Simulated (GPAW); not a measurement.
Fe3Ge, 4 atoms in the cell. Symmetry: Fm-3m, No. 225, cubic system. The conventional cell has a = 5.751 Å, b = 5.751 Å, c = 5.751 Å, α = 90.00°, β = 90.00°, γ = 90.00°. Ge (site symmetry m-3m) has 8 Fe at 2.49 Å as nearest neighbours. Fe (site symmetry -43m) has 4 Ge at 2.49 Å and 4 Fe at 2.49 Å as nearest neighbours. Around Fe (site symmetry m-3m) lie 8 Fe at 2.49 Å. The cell comes from a database or a generator and needn't be the stable form of this composition.

* Program: GPAW 26.7.0
* Task: band structure
* Functional: PBEsol
* Potentials or basis: PAW data sets generated in the run's folder for this functional
* Cutoff: 600 eV
* Basis: pw
* k mesh: 8 × 8 × 8
* Occupations: fermi-dirac, width 0.05 eV
* Spin: collinear spin, ferromagnetic start
* Starting moments: [0.0, 3.0, 3.0, 3.0] μB
* Hubbard terms: Fe d U = 8 eV
* Maxiter: 150
* Band path: GXWKGLUWLK,UX
* Band points: 80

Potentials or basis: PAW data sets generated in the run's folder for this functional, pw.

The run is started by

```console
$ gpaw-setup -f PBEsol Fe Ge
$ OMP_NUM_THREADS=1 python run.py
```

Hardware: 1 thread of Arm Neoverse V1, with other jobs on the host.

**Question.** How long does it take, and how much memory?

**Answer.** Run time: 4.6 min on 1 thread of Arm Neoverse V1 (shared host), peak memory 0.46 GiB. Counts: scf iterations 23, plane waves 1604, bands 30, k points 29.
